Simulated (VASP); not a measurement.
The system is W.

```
CELL_PARAMETERS angstrom
-1.58234 1.58234 1.58234
1.58234 -1.58234 1.58234
1.58234 1.58234 -1.58234
ATOMIC_POSITIONS crystal
W 0.00000 0.00000 0.00000
```

| Property | Result |
| --- | --- |
| Program | VASP 6.6.1 |
| Task | relaxation of cell and atoms |
| Functional | optPBE-vdW |
| Potentials or basis | VASP PAW PBE potentials, release 64 (W_sv) |
| Cutoff | 600 eV |
| k mesh | 12 × 12 × 12 |
| Occupations | fermi-dirac, width 0.05 eV |
| Spin | no spin polarisation |

At the start: pressure 8.1 GPa; volume 15.85 Å³/atom.

**Question.** How do energy, volume and symmetry change on relaxing?

**Answer.** Over 4 steps the energy falls by 10.3 meV/atom and the volume is 16.26 Å³/atom (+2.6 %); space group Im-3m (No. 229, to 0.05 Å).

The path:
```csv
step,energy change (eV),largest force (eV/Å),pressure (GPa),volume (Å³)
1,0.0000,0.0000,8.12,15.85
2,0.0995,0.0000,-21.78,17.76
3,-0.0103,0.0000,-0.28,16.28
4,-0.0103,0.0000,-0.01,16.26
```

Final structure:
```cif
data_structure
_symmetry_space_group_name_H-M 'P 1'
_symmetry_Int_Tables_number 1
_cell_length_a 2.7646
_cell_length_b 2.7646
_cell_length_c 2.7646
_cell_angle_alpha 109.471
_cell_angle_beta 109.471
_cell_angle_gamma 109.471
_cell_volume 16.26
loop_
_atom_site_label
_atom_site_type_symbol
_atom_site_fract_x
_atom_site_fract_y
_atom_site_fract_z
_atom_site_occupancy
W1 W 0.00000 0.00000 0.00000 1
```

Caveat: the PAW data sets were made with another functional, which shifts forces and pressure a little.
